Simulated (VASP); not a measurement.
# ZnH (F-43m) in VASP: reference runs

How does ZnH come out in PBE? The cell is run as given.

Program: VASP 6.6.1. These are calculated values, not measurements. Logs are shortened: lines on timing, memory, paths and dates and some standing lists are left out, and cuts for length are marked.

**1. The structure**

The structure is cubic, space group F-43m (No. 216). Conventional cell: a = 4.432 Å, b = 4.432 Å, c = 4.432 Å, α = 90.00°, β = 90.00°, γ = 90.00°. Zn (site symmetry -43m) is surrounded by 4 H at 1.92 Å. H (site symmetry -43m) has 4 Zn at 1.92 Å as nearest neighbours.

The cell was built by a generator and needn't be a form met in nature.

**2. Single point, PBE**

Contents of INCAR:

```
PREC = Accurate ; ENCUT = 520
EDIFF = 1E-7 ; ISMEAR = -1
SIGMA = 0.05 ; LREAL = False
LASPH = True ; NELM = 100
ALGO = Normal ; ISIF = 2
LWAVE = False ; LCHARG = True
GGA = PE ; LELF = True
LVHAR = True ; NBANDS = 14
```

Contents of KPOINTS:

```
Automatic mesh
0
Gamma
  10 10 10
```

Contents of POSCAR:

```
ZnH
1.0
    0.0000000000      2.2159400000      2.2159400000
    2.2159400000      0.0000000000      2.2159400000
    2.2159400000      2.2159400000      0.0000000000
Zn H
1 1
Direct
    0.0000000000      0.0000000000      0.0000000000
    0.2500000000      0.2500000000      0.2500000000
```

Potentials or basis: VASP PAW PBE potentials, release 64 (Zn, H).

Started as:

```bash
> cat potpaw_PBE.64/Zn/POTCAR potpaw_PBE.64/H/POTCAR > POTCAR
> mpirun -np 1 vasp_std > vasp.out
```

OUTCAR:

```text
PREC = Accurate
   ENCUT = 520
   EDIFF = 1E-7
   ISMEAR = -1
   LREAL = False
   LASPH = True
   NELM = 100
   ISIF = 2
   GGA = PE

 ion  position               nearest neighbor table
   1  0.000  0.000  0.000-   2 1.92   2 1.92   2 1.92   2 1.92
   2  0.250  0.250  0.250-   1 1.92   1 1.92   1 1.92   1 1.92

  LATTYP: Found a face centered cubic cell.
 ALAT       =     4.4318800000

  Lattice vectors:

 A1 = (   0.0000000000,   2.2159400000,   2.2159400000)
 A2 = (   2.2159400000,   0.0000000000,   2.2159400000)
 A3 = (   2.2159400000,   2.2159400000,   0.0000000000)

Analysis of symmetry for initial positions (statically):
=====================================================================
 Subroutine PRICEL returns:
 Original cell was already a primitive cell.

 Routine SETGRP: Setting up the symmetry group for a
 face centered cubic supercell.

 Subroutine GETGRP returns: Found 24 space group operations
 (whereof 24 operations were pure point group operations)
 out of a pool of 48 trial point group operations.

The static configuration has the point symmetry T_d .

Analysis of symmetry for dynamics (positions and initial velocities):
=====================================================================
 Subroutine PRICEL returns:
 Original cell was already a primitive cell.

 Routine SETGRP: Setting up the symmetry group for a
 face centered cubic supercell.

 Subroutine GETGRP returns: Found 24 space group operations
 (whereof 24 operations were pure point group operations)
 out of a pool of 48 trial point group operations.

The dynamic configuration has the point symmetry T_d .

 Subroutine INISYM returns: Found 24 space group operations
 (whereof 24 operations are pure point group operations),
 and found     1 'primitive' translations

----------------------------------------------------------------------------------------

                                     Primitive cell

  volume of cell :      21.7623

  direct lattice vectors                    reciprocal lattice vectors
     0.000000000  2.215940000  2.215940000    -0.225637878  0.225637878  0.225637878
     2.215940000  0.000000000  2.215940000     0.225637878 -0.225637878  0.225637878
     2.215940000  2.215940000  0.000000000     0.225637878  0.225637878 -0.225637878

  length of vectors
     3.133812401  3.133812401  3.133812401     0.390816269  0.390816269  0.390816269

  position of ions in fractional coordinates (direct lattice)
     0.000000000  0.000000000  0.000000000
     0.250000000  0.250000000  0.250000000

  ion indices of the primitive-cell ions
   primitive index   ion index
                 1           1
                 2           2

----------------------------------------------------------------------------------------

 KPOINTS: Automatic mesh

Automatic generation of k-mesh.
 Grid dimensions read from file:
 generate k-points for:   10   10   10

 Generating k-lattice:

  Cartesian coordinates                     Fractional coordinates (reciprocal lattice)
    -0.022563788  0.022563788  0.022563788     0.100000000  0.000000000  0.000000000
     0.022563788 -0.022563788  0.022563788     0.000000000  0.100000000  0.000000000
     0.022563788  0.022563788 -0.022563788     0.000000000  0.000000000  0.100000000

  Length of vectors
     0.039081627  0.039081627  0.039081627

  Shift w.r.t. Gamma in fractional coordinates (k-lattice)
     0.000000000  0.000000000  0.000000000

 Subroutine IBZKPT returns following result:
 ===========================================

 Found     47 irreducible k-points:

 Following reciprocal coordinates:
            Coordinates               Weight
  0.000000  0.000000  0.000000      1.000000
  0.100000  0.000000  0.000000      8.000000
  0.200000  0.000000  0.000000      8.000000
  0.300000  0.000000  0.000000      8.000000
  0.400000  0.000000  0.000000      8.000000
  0.500000  0.000000  0.000000      4.000000
[... 16 lines left out ...]
  0.300000  0.300000  0.000000      6.000000
  0.400000  0.300000  0.000000     24.000000
 [... further k-points ...]
   k-points           NKPTS =     47   k-points in BZ     NKDIM =     47   number of bands    NBANDS=     14
   number of dos      NEDOS =    301   number of ions     NIONS =      2
   total plane-waves  NPLWV =  13824
   dimension x,y,z NGX =    24 NGY =   24 NGZ =   24
   dimension x,y,z NGXF=    48 NGYF=   48 NGZF=   48
   ions per type =               1   1
   NGX,Y,Z   is equivalent  to a cutoff of  12.73, 12.73, 12.73 a.u.
   NGXF,Y,Z  is equivalent  to a cutoff of  25.46, 25.46, 25.46 a.u.
 SYSTEM =  unknown system
   PREC   = accura    normal or accurate (medium, high low for compatibility)
   ISTART =      0    job   : 0-new  1-cont  2-samecut
   ICHARG =      2    charge: 1-file 2-atom 10-const
   ISPIN  =      1    spin polarized calculation?
   LNONCOLLINEAR =      F non collinear calculations
   LSORBIT =      F    spin-orbit coupling
   LASPH  =      T    aspherical Exc in radial PAW
   ENCUT  =  520.0 eV  38.22 Ry    6.18 a.u.   5.83  5.83  5.83*2*pi/ulx,y,z
   NELM   =    100;   NELMIN=  2; NELMDL= -5     # of ELM steps
   EDIFF  = 0.1E-06   stopping-criterion for ELM
   LREAL  =      F    real-space projection
   EDIFFG = 0.1E-05   stopping-criterion for IOM
   NSW    =      0    number of steps for IOM
   IBRION =     -1    ionic relax: 0-MD 1-quasi-New 2-CG
   NFREE  =      0    steps in history (QN), initial steepest desc. (CG)
   ISIF   =      2    stress and relaxation
   ISYM   =      2    0-nonsym 1-usesym 2-fastsym
   POTIM  = 0.5000    time-step for ionic-motion
   TEBEG  =    0.0;   TEEND  =   0.0 temperature during run
   PSTRESS=    0.0 pullay stress
   NELECT =      13.0000    total number of electrons
   NUPDOWN=      -1.0000    fix difference up-down
   EMIN   =  10.00;   EMAX   =-10.00  energy-range for DOS
   EFERMI =   0.00;   METHOD = LEGACY
   ISMEAR =    -1;   SIGMA  =   0.05  broadening in eV -4-tet -1-fermi 0-gaus
   EFERMI_NEDOS =   21; number of points for ismear=-14 and -15
   IALGO  =     38    algorithm
   IMIX   =      4    mixing-type and parameters
     AMIX     =   0.40;   BMIX     =  1.00
     AMIX_MAG =   1.60;   BMIX_MAG =  1.00
  volume/ion in A,a.u.               =      10.88        73.43
  Fermi-wavevector in a.u.,A,eV,Ry     =   1.378758  2.605474 25.864305  1.900973
  Thomas-Fermi vector in A             =   2.503790
   LORBIT       =      0    0 simple, 1 ext, 2 COOP (PROOUT), +10 PAW based schemes
   GGA     = PE    functional components
   LHFCALC =     F    Hartree Fock is set to
   AEXX    =    0.0000 exact exchange contribution
   IVDW    =     0    specifies the selected vdW correction
   LEPSILON=     F    determine dielectric tensor
   LRPA    =     F    only Hartree local field effects (RPA)
 non-spin polarized calculation
  energy-cutoff  :      520.00
  volume of cell :       21.76
 maximum number of plane-waves:       600
   NGX = 11   NGY = 11   NGZ = 11

 number of electron      12.9999989 magnetization

 Free energy of the ion-electron system (eV)
  ---------------------------------------------------
  ext. energy  EPLUGINS =         0.00000000
  ---------------------------------------------------
  free energy    TOTEN  =        -3.54537140 eV

  energy without entropy =       -3.53823099  energy(sigma->0) =       -3.54180119

 E-fermi :   2.0756     XC(G=0): -10.4502

 val. band max:        1.9843609705   @ k =   0.5000   0.4000   0.0000
 cond. band min:       2.0959626695   @ k =  -0.3000   0.5000   0.2000
 fundamental gap:      0.1116016989
 Fermi energy:         2.0755743717

 k-point     1 :       0.0000    0.0000    0.0000
  band No.  band energies     occupation
      1      -8.7044      2.00000
      2      -5.4505      2.00000
      3      -5.4505      2.00000
      4      -5.4505      2.00000
      5      -5.2039      2.00000
      6      -5.2039      2.00000
      7       8.3532      0.00000
      8      14.8876      0.00000
      9      14.8876      0.00000
     10      14.8876      0.00000
     11      17.0043      0.00000
     12      17.0043      0.00000
     13      17.0043      0.00000
     14      21.2781      0.00000

 k-point     2 :       0.1000    0.0000    0.0000
  band No.  band energies     occupation
      1      -8.4986      2.00000
      2      -5.4628      2.00000
      3      -5.4321      2.00000
      4      -5.4321      2.00000
      5      -5.2076      2.00000
      6      -5.2076      2.00000
      7       7.8732      0.00000
      8      12.6646      0.00000
      9      14.2173      0.00000
     10      14.2173      0.00000
     11      17.9452      0.00000
     12      17.9452      0.00000
     13      19.1475      0.00000
     14      20.9693      0.00000

 k-point     3 :       0.2000    0.0000    0.0000
  band No.  band energies     occupation
      1      -7.9218      2.00000
      2      -5.4490      2.00000
      3      -5.3995      2.00000
      4      -5.3995      2.00000
      5      -5.2007      2.00000
      6      -5.2007      2.00000
      7       6.0466      0.00000
      8      10.9957      0.00000
      9      13.3128      0.00000
     10      13.3128      0.00000
     11      18.6299      0.00000
     12      18.6300      0.00000
     13      19.2537      0.00000
     14      21.0648      0.00000

 k-point     4 :       0.3000    0.0000    0.0000
  band No.  band energies     occupation
      1      -7.1788      2.00000
      2      -5.3969      2.00000
      3      -5.3969      2.00000
      4      -5.1916      2.00000
      5      -5.1524      2.00000
      6      -5.1524      2.00000
      7       3.3517      0.00000
      8      10.4555      0.00000
      9      12.6585      0.00000
     10      12.6585      0.00000
     11      17.4641      0.00000
     12      17.4641      0.00000
     13      18.0169      0.00000
     14      23.2136      0.00000

 k-point     5 :       0.4000    0.0000    0.0000
  band No.  band energies     occupation
      1      -6.7275      2.00000
      2      -5.4149      2.00000
      3      -5.4149      2.00000
      4      -5.0916      2.00000
      5      -5.0916      2.00000
      6      -4.2905      2.00000
      7       0.7781      2.00000
      8      10.2799      0.00000
      9      12.2871      0.00000
     10      12.2871      0.00000
     11      16.5225      0.00000
[... 276 lines left out ...]
 k-point    22 :      -0.2000    0.2000    0.0000
  band No.  band energies     occupation
      1      -6.9357      2.00000
      2      -5.4776      2.00000
      3      -5.3361      2.00000
      4      -5.2993      2.00000
      5      -5.2649      2.00000
      6      -4.7947      2.00000
      7       4.1303      0.00000
      8       6.7039      0.00000
      9      12.4439      0.00000
     10      13.0357      0.00000
     11      16.8346      0.00000
     12      18.8817      0.00000
     13      19.6213      0.00000
     14      21.1858      0.00000

 k-point    23 :       0.3000    0.3000    0.0000
  band No.  band energies     occupation
      1      -6.7240      2.00000
      2      -5.6062      2.00000
      3      -5.1976      2.00000
      4      -5.1976      2.00000
      5      -5.1088      2.00000
      6      -5.0171      2.00000
      7       5.1230      0.00000
      8       8.9029      0.00000
      9       8.9029      0.00000
     10       9.4912      0.00000
     11      12.5212      0.00000
     12      22.7750      0.00000
     13      25.7870      0.00000
     14      25.7871      0.00000

 k-point    24 :       0.4000    0.3000    0.0000
  band No.  band energies     occupation
      1      -6.4480      2.00000
      2      -5.6153      2.00000
      3      -5.2271      2.00000
      4      -5.1727      2.00000
      5      -5.0710      2.00000
      6      -4.2990      2.00000
      7       3.7847      0.00000
      8       6.6772      0.00000
      9       8.4400      0.00000
     10       9.6971      0.00000
     11      13.1851      0.00000
     12      22.6853      0.00000
     13      24.8262      0.00000
     14      27.4310      0.00000

 [... further k-points ...]

------------------------ aborting loop because EDIFF is reached ----------------------------------------

  FORCE on cell =-STRESS in cart. coord.  units (eV):
  Direction    XX          YY          ZZ          XY          YZ          ZX
  --------------------------------------------------------------------------------------
  -------------------------------------------------------------------------------------
  Total        0.0430424      0.0430424      0.0430424     -0.0000000      0.0000000     -0.0000000
  in kB        3.1688628      3.1688628      3.1688628     -0.0000000      0.0000000     -0.0000000
  external PRESSURE =       3.1688628 kB  Pullay stress =       0.0000000 kB

 VOLUME and BASIS-vectors are now :
 -----------------------------------------------------------------------------
  energy-cutoff  :      520.00
  volume of cell :       21.76
      direct lattice vectors                 reciprocal lattice vectors
     0.000000000  2.215940000  2.215940000    -0.225637878  0.225637878  0.225637878
     2.215940000  0.000000000  2.215940000     0.225637878 -0.225637878  0.225637878
     2.215940000  2.215940000  0.000000000     0.225637878  0.225637878 -0.225637878

 POSITION                                       TOTAL-FORCE (eV/Angst)
 -----------------------------------------------------------------------------------
      0.00000      0.00000      0.00000         0.000000      0.000000      0.000000
      1.10797      1.10797      1.10797        -0.000000     -0.000000     -0.000000
 -----------------------------------------------------------------------------------
    total drift:                               -0.000000     -0.000000     -0.000000

  FREE ENERGIE OF THE ION-ELECTRON SYSTEM (eV)
  ---------------------------------------------------
  free  energy   TOTEN  =        -3.5453713961 eV

  energy  without entropy=       -3.5382309921  energy(sigma->0) =       -3.54180119
```

Wall time 9.6 s (1 thread of Intel Xeon Platinum 8488C (Sapphire Rapids), shared host); peak memory 0.14 GiB.

What came out:

| Property | Result |
| --- | --- |
| Free energy | -3.5454 eV |
| Pressure | 0.3 GPa |
| Band gap on the k mesh | none (metal or under the smearing width) |

Levels at points of the mesh, in eV from the Fermi level:
```csv
k point,band 3,band 4,band 5,band 6,band 7,band 8,band 9,band 10
"(0.00, 0.00, 0.00)",-7.53,-7.53,-7.28,-7.28,6.28,12.81,12.81,12.81
"(0.50, 0.00, 0.00)",-7.50,-7.14,-7.14,-5.45,-2.74,8.16,10.09,10.09
"(0.50, 0.50, 0.00)",-7.13,-7.12,-7.12,-4.76,-0.58,5.36,5.36,5.40
```
